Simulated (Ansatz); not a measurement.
The system is Ti.

```
CELL_PARAMETERS angstrom
4.56737 0.00000 0.00000
-2.28369 3.95546 0.00000
0.00000 0.00000 2.82624
ATOMIC_POSITIONS crystal
Ti 0.66667 0.33333 0.50000
Ti 0.33333 0.66667 0.50000
Ti 0.00000 0.00000 0.00000
```

This isn't the form of Ti at room conditions, which is hcp.

```yaml
Program: Ansatz 0.2.0
Task: relaxation of cell and atoms
Functional: PBE
Dispersion: D3(BJ)-ATM
Potentials_or_basis: Ansatz PAW
Cutoff: "420 eV (not typed: the program's choice for these potentials)"
k_mesh: 7 × 7 × 9
Occupations: fermi-dirac, width 0.05 eV
Spin: no spin polarisation
```

At the start: volume 17.02 Å³/atom.

Question: How do energy, volume and symmetry change on relaxing?

Answer: It ends after 5 steps and the volume is 16.41 Å³/atom (-3.6 %); space group P6/mmm (No. 191, to 0.05 Å).

The path:
| step | energy change (eV) | largest force (eV/Å) | volume (Å³) |
| --- | --- | --- | --- |
| 1 | 0.0000 | 0.0000 | 51.06 |
| 2 | -0.0033 | 0.0000 | 47.65 |
| 3 | -0.0247 | 0.0000 | 49.30 |
| 4 | -0.0247 | 0.0000 | 49.22 |
| 5 | -0.0245 | 0.0000 | 49.22 |

Final structure:
```
Ti
1.0
     4.51165    0.00000    0.00000
    -2.25583    3.90721    0.00000
     0.00000    0.00000    2.79244
Ti
3
Cartesian
  2.2558 1.3024 1.3962
  0.0000 2.6048 1.3962
  0.0000 0.0000 0.0000
```

Caveat: the plane-wave basis is chosen anew once the cell has moved, so the energies of steps on either side of that aren't comparable; pairwise dispersion overbinds metals, which lowers pressure and volume.
